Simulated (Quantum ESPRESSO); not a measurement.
The system is Al.

```
CELL_PARAMETERS angstrom
-1.40632 1.88574 1.66382
1.50253 -1.68376 1.55804
2.60554 3.26620 0.29819
ATOMIC_POSITIONS crystal
Al 0.00633 0.00461 0.00702
Al 0.49367 0.49539 0.49298
```

This isn't the form of Al at room conditions, which is fcc.

```yaml
Program: Quantum ESPRESSO 7.5
Task: relaxation of the atoms
Functional: SOGGA
Potentials_or_basis: Ansatz NC SR PBE
Cutoff: 544 eV
Density_cutoff: 2177 eV
k_mesh: 10 × 10 × 7
Occupations: cold, width 0.1 eV
Spin: no spin polarisation
```

At the start: volume 15.07 Å³/atom.

**Question.** Where does the relaxation end?

**Answer.** Over 3 steps the energy falls by 5.0 meV/atom; space group P-1 (No. 2, to 0.05 Å).

Step by step:
```
step  energy change (eV)  largest force (eV/Å)
   1              0.0000                0.4548
   2             -0.0082                0.0952
   3             -0.0101                0.0056
```

Final structure:
```cif
data_structure
_symmetry_space_group_name_H-M 'P 1'
_symmetry_Int_Tables_number 1
_cell_length_a 2.8813
_cell_length_b 2.7423
_cell_length_c 4.1888
_cell_angle_alpha 95.595
_cell_angle_beta 75.651
_cell_angle_gamma 109.949
_cell_volume 30.14
loop_
_atom_site_label
_atom_site_type_symbol
_atom_site_fract_x
_atom_site_fract_y
_atom_site_fract_z
_atom_site_occupancy
Al1 Al 0.00624 0.99841 0.00070 1
Al2 Al 0.49376 0.50159 0.49930 1
```

Caveat: the potentials were made for another functional, which shifts forces and pressure; SOGGA exchange is joined with the correlation of PBE here.
